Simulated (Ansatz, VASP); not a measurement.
Sb in VASP and in Ansatz

The input INCAR:

```
ALGO = Normal ; EDIFF = 1E-7
EDIFFG = -0.005 ; ENCUT = 600
GGA = PS ; IBRION = 2
ISIF = 3 ; ISMEAR = 0
LASPH = T ; LCHARG = F
LREAL = F ; LWAVE = F
NELM = 100 ; NSW = 100
PREC = Accurate ; SIGMA = 0.1
```

Contents of KPOINTS:

```
k-points
0
Gamma
  14 14 14
```

The input POSCAR:

```
Sb
1.0
    3.1600000000      0.0000000000      0.0000000000
    0.0000000000      3.1600000000      0.0000000000
    0.0000000000      0.0000000000      3.1600000000
Sb
1
Direct
    0.0000000000      0.0000000000      0.0000000000
```

Input for Ansatz:

```yaml
crystal:
  lattice:
    - [3.16, 0.0, 0.0]
    - [0.0, 3.16, 0.0]
    - [0.0, 0.0, 3.16]
  atoms:
    - { symbol: Sb, position: [0.0, 0.0, 0.0] }
basis:
  ecutwfc: 420
kpoints:
  mp_grid: { grid: [14, 14, 14] }
hamiltonian:
  xc: pbesol
scf:
  occupations: { method: gaussian, width: 0.1 }
output:
  forces: true
  stress: true
  eigenvalues: true
relax:
  adjacent_minimum: "off"
  f_tol: 0.005
  max_steps: 80
  cell: { stress_tol: 0.05 }
```

This isn't the form of Sb at room conditions, which is rhombohedral.

Alike in both runs: task relaxation of cell and atoms; functional PBEsol; k mesh 14 × 14 × 14; occupations gaussian, width 0.1 eV; no spin polarisation.

|  | VASP | Ansatz |
| --- | --- | --- |
| version | VASP 6.6.1 | Ansatz 0.2.0 |
| potentials or method | VASP PAW PBE potentials, release 64 (Sb) | scalar-relativistic, plane waves, PAW |
| plane-wave cutoff (eV) | 600 | 420 |
| valence electrons in the cell | 5 | 15 |

|  | VASP | Ansatz | Ansatz less VASP |
| --- | --- | --- | --- |
| gap on the k mesh at the Fermi level, each at its own relaxed structure (eV) | none | none | - |
| relaxed volume (Å³/atom) | 28.75 | 28.70 | -0.050 |
| relaxed cell length with the largest relative difference (Å) | 3.064 | 3.062 | -0.0018 |
| energy change over the relaxation (meV/atom) | -45 | -46 | -1.3 |

A gap of «none» marks a metal or a gap that the smearing closes. The two sets of potentials don't hold the same shells in valence.

Caveats: the PAW data sets were made with another functional, which shifts forces and pressure a little (VASP). Spin-orbit coupling is left out, which matters for the levels of Sb.
